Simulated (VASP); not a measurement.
TiO2 (Rutile): relaxation of cell and atoms with PBE

The system is TiO2 (Rutile).

```
Ti O
1.0
     4.59220    0.00000    0.00000
     0.00000    4.59220    0.00000
     0.00000    0.00000    2.95740
Ti O
2 4
Direct
  0.00000 0.00000 0.00000
  0.50000 0.50000 0.50000
  0.30496 0.30496 0.00000
  0.19504 0.80496 0.50000
  0.69504 0.69504 0.00000
  0.80496 0.19504 0.50000
```

* Program: VASP 6.6.1
* Task: relaxation of cell and atoms
* Functional: PBE
* Potentials or basis: VASP PAW PBE potentials, release 64 (Ti_sv, O)
* Cutoff: 600 eV
* k mesh: 6 × 6 × 10
* Occupations: gaussian, width 0.03 eV
* Spin: no spin polarisation
* Further INCAR settings: ALGO = Normal; EDIFF = 1e-06; IBRION = 2; EDIFFG = -0.01; NSW = 90; ISIF = 3

| Item | Value |
| --- | --- |
| Relaxed volume | 10.67 Å³/atom |
| Relaxed cell | a = 4.646 Å, b = 4.646 Å, c = 2.966 Å, α = 90.00°, β = 90.00°, γ = 90.00° |
| Space group after relaxing (to 0.05 Å) | P4_2/mnm (No. 136) |
| Energy gained by relaxing | 5.0 meV/atom |
| Ionic steps | 5 |
| Pressure after relaxing | 0.0 GPa |
| Largest force after relaxing | 0.003 eV/Å |
| Band gap on the k mesh | 1.82 eV, direct |

Forces in eV/Å, atoms in the order of the input:
```
Ti   0.000  0.000  0.000
Ti   0.000  0.000  0.000
O    0.002  0.002  0.000
O   -0.002  0.002  0.000
O   -0.002 -0.002  0.000
O    0.002 -0.002  0.000
```

Stress tensor (GPa, compression positive):
```
-0.05  0.00  0.00
 0.00 -0.05  0.00
 0.00  0.00  0.06
```

The path:
```
step  energy change (eV)  largest force (eV/Å)  pressure (GPa)  volume (Å³)
   1              0.0000                0.1242            5.83        62.37
   2              0.0143                0.2349           -6.47        65.84
   3             -0.0277                0.0461            0.00        63.89
   4             -0.0295                0.0182           -0.01        63.98
   5             -0.0297                0.0032           -0.01        64.02
```

Final structure:
```
Ti O
1.0
     4.64565    0.00000    0.00000
     0.00000    4.64565    0.00000
     0.00000    0.00000    2.96639
Ti O
2 4
Direct
  0.00000 0.00000 0.00000
  0.50000 0.50000 0.50000
  0.30496 0.30496 0.00000
  0.19504 0.80496 0.50000
  0.69504 0.69504 0.00000
  0.80496 0.19504 0.50000
```

Levels at points of the mesh, in eV from the valence-band top:
```csv
k point,band 20,band 21,band 22,band 23,band 24,band 25,band 26,band 27,band 28
"(0.00, 0.00, 0.00)",-1.89,-0.67,-0.43,-0.43,0.00,1.82,2.10,2.37,2.45
"(0.50, 0.00, 0.00)",-2.98,-1.56,-1.56,-0.71,-0.71,2.47,2.47,2.94,2.94
"(0.50, 0.50, 0.00)",-2.11,-1.25,-1.25,-1.04,-1.04,1.86,1.86,2.47,2.47
"(0.00, 0.00, 0.50)",-2.74,-2.23,-2.23,-1.40,-1.40,2.87,2.87,3.13,3.13
"(0.50, 0.00, 0.50)",-2.33,-1.98,-1.98,-0.99,-0.99,1.87,1.87,3.15,3.15
"(0.50, 0.50, 0.50)",-2.71,-1.21,-1.21,-0.67,-0.67,2.52,2.52,3.13,3.13
```

Wall time 2.3 min on 2 MPI ranks on AMD EPYC 9R45 96-Core Processor (Zen 5), with other jobs on the host, peak memory 0.24 GiB a rank.

A k mesh can miss the band edges. Zero-point motion and thermal expansion aren't in these numbers.
